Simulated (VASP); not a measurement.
# TePb (Fm-3m) in VASP: a series of runs

The runs below take TePb through band structure, with LDA, r2SCAN.

All numbers are computed with VASP 6.6.1; they aren't measurements. Logs are shortened: lines on timing, memory, paths and dates and some standing lists are left out, and cuts for length are marked.

## (1) The crystal as given

Symmetry: Fm-3m, No. 225, cubic system. Conventional cell: a = 6.462 Å, b = 6.462 Å, c = 6.462 Å, α = 90.00°, β = 90.00°, γ = 90.00°. Around Pb (site symmetry m-3m) lie 6 Te at 3.23 Å. Around Te (site symmetry m-3m) lie 6 Pb at 3.23 Å.

## (2) Band structure, LDA, spin-orbit coupling, no magnetisation

File INCAR:

```
ALGO = Normal
EDIFF = 1E-6
ENCUT = 520
GGA_COMPAT = F
ISIF = 2
ISMEAR = 0
KPAR = 2
LASPH = T
LCHARG = F
LNONCOLLINEAR = T
LORBIT = 11
LREAL = F
LSORBIT = T
LWAVE = F
MAGMOM = 0 0 0 0 0 0
NELM = 100
PREC = Accurate
SIGMA = 0.02
```

File KPOINTS:

```
k-points
0
Gamma
  6 6 6
```

File POSCAR:

```
TePb
1.0
    0.0000000000      3.2310000000      3.2310000000
    3.2310000000      0.0000000000      3.2310000000
    3.2310000000      3.2310000000      0.0000000000
Pb Te
1 1
Direct
    0.0000000000      0.0000000000      0.0000000000
    0.5000000000      0.5000000000      0.5000000000
```

File KPOINTS_OPT:

```
path GXWKGLUWLK,UX
15
line-mode
reciprocal
 0.0000000000  0.0000000000  0.0000000000  G
 0.5000000000  0.0000000000  0.5000000000  X

 0.5000000000  0.0000000000  0.5000000000  X
 0.5000000000  0.2500000000  0.7500000000  W

 0.5000000000  0.2500000000  0.7500000000  W
 0.3750000000  0.3750000000  0.7500000000  K

 0.3750000000  0.3750000000  0.7500000000  K
 0.0000000000  0.0000000000  0.0000000000  G

 0.0000000000  0.0000000000  0.0000000000  G
 0.5000000000  0.5000000000  0.5000000000  L

 0.5000000000  0.5000000000  0.5000000000  L
 0.6250000000  0.2500000000  0.6250000000  U

 0.6250000000  0.2500000000  0.6250000000  U
 0.5000000000  0.2500000000  0.7500000000  W

 0.5000000000  0.2500000000  0.7500000000  W
 0.5000000000  0.5000000000  0.5000000000  L

 0.5000000000  0.5000000000  0.5000000000  L
 0.3750000000  0.3750000000  0.7500000000  K

 0.6250000000  0.2500000000  0.6250000000  U
 0.5000000000  0.0000000000  0.5000000000  X
```

Potentials or basis: VASP PAW LDA potentials, release 64 (Pb_d, Te).

Launch:

```console
> cat potpaw_LDA.64/Pb_d/POTCAR potpaw_LDA.64/Te/POTCAR > POTCAR
> mpirun -np 2 vasp_ncl > vasp.out
```

OUTCAR:

```text
EDIFF = 1E-6
   ENCUT = 520
   ISIF = 2
   ISMEAR = 0
   LASPH = T
   LNONCOLLINEAR = T
   LORBIT = 11
   LREAL = F
   LSORBIT = T
   NELM = 100
   PREC = Accurate

 ion  position               nearest neighbor table
   1  0.000  0.000  0.000-   2 3.23   2 3.23   2 3.23   2 3.23   2 3.23   2 3.23
   2  0.500  0.500  0.500-   1 3.23   1 3.23   1 3.23   1 3.23   1 3.23   1 3.23

  LATTYP: Found a face centered cubic cell.
 ALAT       =     6.4620000000

  Lattice vectors:

 A1 = (   0.0000000000,   3.2310000000,   3.2310000000)
 A2 = (   3.2310000000,   0.0000000000,   3.2310000000)
 A3 = (   3.2310000000,   3.2310000000,   0.0000000000)

Analysis of symmetry for initial positions (statically):
=====================================================================
 Subroutine PRICEL returns:
 Original cell was already a primitive cell.

 Routine SETGRP: Setting up the symmetry group for a
 face centered cubic supercell.

 Subroutine GETGRP returns: Found 48 space group operations
 (whereof 48 operations were pure point group operations)
 out of a pool of 48 trial point group operations.

The static configuration has the point symmetry O_h .

Analysis of symmetry for dynamics (positions and initial velocities):
=====================================================================
 Subroutine PRICEL returns:
 Original cell was already a primitive cell.

 Routine SETGRP: Setting up the symmetry group for a
 face centered cubic supercell.

 Subroutine GETGRP returns: Found 48 space group operations
 (whereof 48 operations were pure point group operations)
 out of a pool of 48 trial point group operations.

The dynamic configuration has the point symmetry O_h .

Analysis of structural, dynamic, and magnetic symmetry:
=====================================================================
 Subroutine PRICEL returns:
 Original cell was already a primitive cell.

 Routine SETGRP: Setting up the symmetry group for a
 face centered cubic supercell.

 Subroutine GETGRP returns: Found 48 space group operations
 (whereof 48 operations were pure point group operations)
 out of a pool of 48 trial point group operations.

The overall configuration has the point symmetry O_h .

 Subroutine INISYM returns: Found 48 space group operations
 (whereof 48 operations are pure point group operations),
 and found     1 'primitive' translations

----------------------------------------------------------------------------------------

                                     Primitive cell

  volume of cell :      67.4592

  direct lattice vectors                    reciprocal lattice vectors
     0.000000000  3.231000000  3.231000000    -0.154750851  0.154750851  0.154750851
     3.231000000  0.000000000  3.231000000     0.154750851 -0.154750851  0.154750851
     3.231000000  3.231000000  0.000000000     0.154750851  0.154750851 -0.154750851

  length of vectors
     4.569324020  4.569324020  4.569324020     0.268036337  0.268036337  0.268036337

  position of ions in fractional coordinates (direct lattice)
     0.000000000  0.000000000  0.000000000
     0.500000000  0.500000000  0.500000000

  ion indices of the primitive-cell ions
   primitive index   ion index
                 1           1
                 2           2

----------------------------------------------------------------------------------------

 KPOINTS: k-points

Automatic generation of k-mesh.
 Grid dimensions read from file:
 generate k-points for:    6    6    6

 Generating k-lattice:

  Cartesian coordinates                     Fractional coordinates (reciprocal lattice)
    -0.025791809  0.025791809  0.025791809     0.166666667  0.000000000  0.000000000
     0.025791809 -0.025791809  0.025791809     0.000000000  0.166666667  0.000000000
     0.025791809  0.025791809 -0.025791809     0.000000000  0.000000000  0.166666667

  Length of vectors
     0.044672723  0.044672723  0.044672723

  Shift w.r.t. Gamma in fractional coordinates (k-lattice)
     0.000000000  0.000000000  0.000000000
[... 36 lines left out ...]
   ISPIN  =      1    spin polarized calculation?
   LNONCOLLINEAR =      T non collinear calculations
   LSORBIT =      T    spin-orbit coupling
   LASPH  =      T    aspherical Exc in radial PAW
   ENCUT  =  520.0 eV  38.22 Ry    6.18 a.u.   8.50  8.50  8.50*2*pi/ulx,y,z
   NELM   =    100;   NELMIN=  2; NELMDL= -5     # of ELM steps
   EDIFF  = 0.1E-05   stopping-criterion for ELM
   LREAL  =      F    real-space projection
   EDIFFG = 0.1E-04   stopping-criterion for IOM
   NSW    =      0    number of steps for IOM
   IBRION =     -1    ionic relax: 0-MD 1-quasi-New 2-CG
   NFREE  =      0    steps in history (QN), initial steepest desc. (CG)
   ISIF   =      2    stress and relaxation
   ISYM   =      2    0-nonsym 1-usesym 2-fastsym
   POTIM  = 0.5000    time-step for ionic-motion
   TEBEG  =    0.0;   TEEND  =   0.0 temperature during run
   PSTRESS=    0.0 pullay stress
   NELECT =      20.0000    total number of electrons
   NUPDOWN=      -1.0000    fix difference up-down
   EMIN   =  10.00;   EMAX   =-10.00  energy-range for DOS
   EFERMI =   0.00;   METHOD = LEGACY
   ISMEAR =     0;   SIGMA  =   0.02  broadening in eV -4-tet -1-fermi 0-gaus
   EFERMI_NEDOS =   21; number of points for ismear=-14 and -15
   IALGO  =     38    algorithm
   IMIX   =      4    mixing-type and parameters
     AMIX     =   0.40;   BMIX     =  1.00
     AMIX_MAG =   1.60;   BMIX_MAG =  1.00
  volume/ion in A,a.u.               =      33.73       227.62
  Fermi-wavevector in a.u.,A,eV,Ry     =   1.091619  2.062861 16.213147  1.191633
  Thomas-Fermi vector in A             =   2.227868
   LORBIT       =     11    0 simple, 1 ext, 2 COOP (PROOUT), +10 PAW based schemes
   GGA     = CA    functional components
   LHFCALC =     F    Hartree Fock is set to
   AEXX    =    0.0000 exact exchange contribution
   IVDW    =     0    specifies the selected vdW correction
   LEPSILON=     F    determine dielectric tensor
   LRPA    =     F    only Hartree local field effects (RPA)
 Gauss-broadening in eV      SIGMA  =   0.02
  energy-cutoff  :      520.00
  volume of cell :       67.46
 maximum number of plane-waves:      3706
 NGX is ok and might be reduce to    36
   NGX = 17   NGY = 17   NGZ = 17

 number of electron      20.0000003 magnetization      -0.0000000      0.0000000      0.0000000

 number of electron      20.0000003 magnetization       0.0000000      0.0000000      0.0000000

 number of electron      20.0000003 magnetization      -0.0000000     -0.0000000     -0.0000000

 number of electron      20.0000003 magnetization       0.0000000     -0.0000000     -0.0000000

 Free energy of the ion-electron system (eV)
  ---------------------------------------------------
  ext. energy  EPLUGINS =         0.00000000
  ---------------------------------------------------
  free energy    TOTEN  =        -9.31102005 eV

  energy without entropy =       -9.31097442  energy(sigma->0) =       -9.31099723

 E-fermi :   5.4461     XC(G=0):  -9.5707

 val. band max:        5.4163481339   @ k =   0.5000   0.0000   0.0000
 cond. band min:       5.4758731182   @ k =   0.5000   0.0000   0.0000
 fundamental gap:      0.0595249842
 Fermi energy:         5.4461106264

 k-point     1 :       0.0000    0.0000    0.0000
  band No.  band energies     occupation
      1     -12.6770      1.00000
      2     -12.6770      1.00000
      3     -12.6770      1.00000
      4     -12.6770      1.00000
      5     -10.1180      1.00000
      6     -10.1180      1.00000
[... 485 lines left out ...]
     27      11.4891      0.00000
     28      11.4891      0.00000

------------------------ aborting loop because EDIFF is reached ----------------------------------------

  FORCE on cell =-STRESS in cart. coord.  units (eV):
  Direction    XX          YY          ZZ          XY          YZ          ZX
  --------------------------------------------------------------------------------------
  -------------------------------------------------------------------------------------
  Total       -0.7754518     -0.7754518     -0.7754518      0.0000000      0.0000000     -0.0000000
  in kB      -18.4172378    -18.4172378    -18.4172378      0.0000000      0.0000000     -0.0000000
  external PRESSURE =     -18.4172378 kB  Pullay stress =       0.0000000 kB

 VOLUME and BASIS-vectors are now :
 -----------------------------------------------------------------------------
  energy-cutoff  :      520.00
  volume of cell :       67.46
      direct lattice vectors                 reciprocal lattice vectors
     0.000000000  3.231000000  3.231000000    -0.154750851  0.154750851  0.154750851
     3.231000000  0.000000000  3.231000000     0.154750851 -0.154750851  0.154750851
     3.231000000  3.231000000  0.000000000     0.154750851  0.154750851 -0.154750851

 POSITION                                       TOTAL-FORCE (eV/Angst)
 -----------------------------------------------------------------------------------
      0.00000      0.00000      0.00000         0.000000      0.000000      0.000000
      3.23100      3.23100      3.23100         0.000000      0.000000      0.000000
 -----------------------------------------------------------------------------------
    total drift:                               -0.000000      0.000000      0.000000

  FREE ENERGIE OF THE ION-ELECTRON SYSTEM (eV)
  ---------------------------------------------------
  free  energy   TOTEN  =        -9.3110200545 eV

  energy  without entropy=       -9.3109744152  energy(sigma->0) =       -9.31099723

 Spin-Orbit-Coupling matrix elements

 Ion:    1  E_soc:     -0.9543111
 l=   1
     0.0000000    -0.0902506    -0.0902506
    -0.0902506     0.0000000    -0.0902506
    -0.0902506    -0.0902506     0.0000000
 l=   2
     0.0000000    -0.0137707     0.0000000    -0.0137707    -0.0550306
    -0.0137707     0.0000000    -0.0412729    -0.0137707    -0.0137576
     0.0000000    -0.0412729     0.0000000    -0.0412729     0.0000000
    -0.0137707    -0.0137707    -0.0412729     0.0000000    -0.0137576
    -0.0550306    -0.0137576     0.0000000    -0.0137576     0.0000000
 l=   3
     0.0000000     0.0000000     0.0000000     0.0000000     0.0000000     0.0000000     0.0000000
     0.0000000     0.0000000     0.0000000     0.0000000     0.0000000     0.0000000     0.0000000
     0.0000000     0.0000000     0.0000000     0.0000000     0.0000000     0.0000000     0.0000000
     0.0000000     0.0000000     0.0000000     0.0000000     0.0000000     0.0000000     0.0000000
     0.0000000     0.0000000     0.0000000     0.0000000     0.0000000     0.0000000     0.0000000
     0.0000000     0.0000000     0.0000000     0.0000000     0.0000000     0.0000000     0.0000000
     0.0000000     0.0000000     0.0000000     0.0000000     0.0000000     0.0000000     0.0000000

 Ion:    2  E_soc:     -0.2242411
 l=   1
     0.0000000    -0.0374313    -0.0374313
    -0.0374313     0.0000000    -0.0374313
    -0.0374313    -0.0374313     0.0000000
 l=   2
     0.0000000    -0.0000155     0.0000000    -0.0000155     0.0000732
    -0.0000155     0.0000000     0.0000549    -0.0000155     0.0000183
     0.0000000     0.0000549     0.0000000     0.0000549     0.0000000
    -0.0000155    -0.0000155     0.0000549     0.0000000     0.0000183
     0.0000732     0.0000183     0.0000000     0.0000183     0.0000000
 l=   3
     0.0000000     0.0000000     0.0000000     0.0000000     0.0000000     0.0000000     0.0000000
     0.0000000     0.0000000     0.0000000     0.0000000     0.0000000     0.0000000     0.0000000
     0.0000000     0.0000000     0.0000000     0.0000000     0.0000000     0.0000000     0.0000000
     0.0000000     0.0000000     0.0000000     0.0000000     0.0000000     0.0000000     0.0000000
     0.0000000     0.0000000     0.0000000     0.0000000     0.0000000     0.0000000     0.0000000
     0.0000000     0.0000000     0.0000000     0.0000000     0.0000000     0.0000000     0.0000000
     0.0000000     0.0000000     0.0000000     0.0000000     0.0000000     0.0000000     0.0000000

 total charge

# of ion       s       p       d       tot
------------------------------------------
    1        1.439   0.630   9.828  11.897
    2        1.389   1.975   0.020   3.385
--------------------------------------------------
tot          2.828   2.605   9.848  15.282

 magnetization (x)

# of ion       s       p       d       tot
------------------------------------------
    1       -0.000  -0.000   0.000  -0.000
    2        0.000   0.000   0.000   0.000
--------------------------------------------------
tot         -0.000  -0.000   0.000  -0.000

 magnetization (y)

# of ion       s       p       d       tot
------------------------------------------
    1       -0.000  -0.000   0.000  -0.000
    2        0.000   0.000   0.000   0.000
--------------------------------------------------
tot         -0.000   0.000   0.000   0.000

 magnetization (z)

# of ion       s       p       d       tot
------------------------------------------
    1       -0.000   0.000   0.000   0.000
    2        0.000   0.000   0.000   0.000
--------------------------------------------------
tot         -0.000   0.000   0.000   0.000
```

It took 1.8 min on 2 MPI ranks of Intel Xeon 6975P-C (Granite Rapids), shared host; peak memory 0.32 GiB.

What came out:

```yaml
Free_energy: -9.3110 eV
Pressure: -1.8 GPa
Valence_electrons_inside_the_program's_atomic_spheres: Pb 11.90; Te 3.38
```

## (3) Band structure, r2SCAN, spin-orbit coupling, no magnetisation

Edit INCAR of step 2 so:

```diff
@@ -9,3 +9,3 @@
 LCHARG = F
-LNONCOLLINEAR = T
+LMIXTAU = T
 LORBIT = 11
@@ -15,2 +15,3 @@
 MAGMOM = 0 0 0 0 0 0
+METAGGA = R2SCAN
 NELM = 100
```

KPOINTS is that of step 2.

POSCAR is that of step 2.

KPOINTS_OPT is that of step 2.

Potentials or basis: VASP PAW PBE potentials, release 64 (Pb_d, Te).

Launch:

```console
> cat potpaw_PBE.64/Pb_d/POTCAR potpaw_PBE.64/Te/POTCAR > POTCAR
> mpirun -np 2 vasp_ncl > vasp.out
```

It took 8.5 min on 2 MPI ranks of Intel Xeon 6975P-C (Granite Rapids), shared host; peak memory 0.48 GiB.

Results (log left out):

```yaml
Free_energy: -83.1897 eV
Pressure: 1.4 GPa
Valence_electrons_inside_the_program's_atomic_spheres: Pb 11.86; Te 3.44
```

Caveat: the PAW data sets were made with another functional, which shifts forces and pressure a little.
